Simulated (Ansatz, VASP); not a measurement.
## One calculation of C, two programs

File INCAR:

```
PREC = Accurate ; ENCUT = 520
EDIFF = 1E-6 ; ISMEAR = 1
SIGMA = 0.1 ; LREAL = Auto
LASPH = True ; NELM = 100
ALGO = Fast ; ISIF = 2
LWAVE = False ; LCHARG = True
GGA = PS ; IVDW = 12
LELF = True ; LVHAR = True
NBANDS = 46
```

File KPOINTS:

```
regular mesh
0
Gamma
  10 10 2
```

The input POSCAR:

```
C
1.0
    2.5221000000      0.0000000000      0.0000000000
   -1.2610500000      2.1842000000      0.0000000000
    0.0000000000      0.0000000000     16.4743000000
C
16
Direct
    0.0000000000      0.0000000000      0.0468800000
    0.0000000000      0.0000000000      0.5468800000
    0.0000000000      0.0000000000      0.4531200000
    0.0000000000      0.0000000000      0.9531200000
    0.3333333333      0.6666666667      0.0781300000
    0.6666666667      0.3333333333      0.5781300000
    0.3333333333      0.6666666667      0.4218700000
    0.6666666667      0.3333333333      0.9218700000
    0.3333333333      0.6666666667      0.1718800000
    0.6666666667      0.3333333333      0.6718800000
    0.3333333333      0.6666666667      0.3281200000
    0.6666666667      0.3333333333      0.8281200000
    0.3333333333      0.6666666667      0.7968800000
    0.6666666667      0.3333333333      0.2968800000
    0.3333333333      0.6666666667      0.7031200000
    0.6666666667      0.3333333333      0.2031200000
```

Input for Ansatz:

```yaml
crystal:
  lattice:
    - [2.5221, 0.0, 0.0]
    - [-1.26105, 2.1842, 0.0]
    - [0.0, 0.0, 16.4743]
  atoms:
    - { symbol: C, position: [0.0, 0.0, 0.04688] }
    - { symbol: C, position: [0.0, 0.0, 0.54688] }
    - { symbol: C, position: [0.0, 0.0, 0.45312] }
    - { symbol: C, position: [0.0, 0.0, 0.95312] }
    - { symbol: C, position: [0.3333333333333333, 0.6666666666666666, 0.07813] }
    - { symbol: C, position: [0.6666666666666666, 0.3333333333333333, 0.57813] }
    - { symbol: C, position: [0.3333333333333333, 0.6666666666666666, 0.42187] }
    - { symbol: C, position: [0.6666666666666666, 0.3333333333333333, 0.92187] }
    - { symbol: C, position: [0.3333333333333333, 0.6666666666666666, 0.17188] }
    - { symbol: C, position: [0.6666666666666666, 0.3333333333333333, 0.67188] }
    - { symbol: C, position: [0.3333333333333333, 0.6666666666666666, 0.32812] }
    - { symbol: C, position: [0.6666666666666666, 0.3333333333333333, 0.82812] }
    - { symbol: C, position: [0.3333333333333333, 0.6666666666666666, 0.79688] }
    - { symbol: C, position: [0.6666666666666666, 0.3333333333333333, 0.29688] }
    - { symbol: C, position: [0.3333333333333333, 0.6666666666666666, 0.70312] }
    - { symbol: C, position: [0.6666666666666666, 0.3333333333333333, 0.20312] }
kpoints:
  mp_grid:
    grid: [10, 10, 2]
    shift: [0.0, 0.0, 0.0]
hamiltonian:
  xc: pbesol
  dispersion: d3bj
scf:
  convergence:
    dr2_threshold: 1.0e-07
  occupations:
    method: cold
    width: 0.1
output:
  stress: true
  eigenvalues: true
```

This is a hexagonal form of diamond, not graphite.

Alike in both runs: task single point; functional PBEsol; dispersion D3(BJ); k mesh 10 × 10 × 2; no spin polarisation.

|  | VASP | Ansatz |
| --- | --- | --- |
| version | VASP 6.6.1 | Ansatz 0.2.0 |
| potentials or method | VASP PAW PBE potentials, release 64 (C) | plane waves, PAW |
| plane-wave cutoff (eV) | 520 | 420 |
| occupations | methfessel-paxton of order 1, width 0.1 eV | cold, width 0.1 eV |
| valence electrons in the cell | 64 | 64 |

Ansatz gave:

| Quantity | Value |
| --- | --- |
| gap on the k mesh at the Fermi level (eV) | 4.24 |
| pressure (GPa) | -8.3 |
| largest component of the traceless stress (GPa) | 4.13 |
| dispersion energy (meV/atom) | -129.6 |

Problem. Estimate VASP's values.

Solution. gap on the k mesh at the Fermi level (eV): 4.23; pressure (GPa): -7.2; largest component of the traceless stress (GPa): 4.07; dispersion energy (meV/atom): -129.6.

Ansatz warned: «stress_scf_threshold_loose».

Caveats: the PAW data sets were made with another functional, which shifts forces and pressure a little (VASP). A k mesh can miss the band edges. PBEsol gaps usually lie below the measured ones, often by a third to a half.
